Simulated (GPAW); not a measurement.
**KTaO3: energy against volume and a worked fit**

```
CELL_PARAMETERS angstrom
3.98830 0.00000 0.00000
0.00000 3.98830 0.00000
0.00000 0.00000 3.98830
ATOMIC_POSITIONS crystal
Ta 0.00000 0.00000 0.00000
K 0.50000 0.50000 0.50000
O 0.00000 0.00000 0.50000
O 0.00000 0.50000 0.00000
O 0.50000 0.00000 0.00000
```

The cell was scaled at fixed shape and fractions and run with GPAW, PAW data sets generated for this functional, cutoff 800 eV; LDA, k mesh 6 × 6 × 6 on the cell of 5 atoms, fermi-dirac occupations of 0.05 eV, no spin polarisation, no spin-orbit coupling. Energies are those that the program minimises, any entropy of the smearing included.

```tsv
V (Å³/atom)	energy over the lowest row (meV/atom)
11.9267	7.32
12.1805	0.00
12.4342	?
12.6880	7.06
12.9418	19.98
13.1955	38.25
13.4493	61.29
```

Q: Fit the third-order Birch-Murnaghan form, give V0, B0 and B′, and predict the energy left open.

A: With y = (V0/V)^(2/3), E = E0 + (9 V0 B0/16) [(y - 1)³ B′ + (y - 1)² (6 - 4y)]. Least squares through the rows shown give V0 = 12.2996 Å³/atom, E0 = -0.81 meV, B0 = 218.0 GPa (1 eV/Å³ = 160.218 GPa) and B′ = 4.47, with a largest miss of 0.02 meV. At V = 12.4342 the form with these constants gives 0.17 meV; the run gave 0.17 meV an atom. Measured volume: 12.69 Å³/atom (a printed reference work), so the fit lies -3.1 % from it. The runs are for a static lattice.
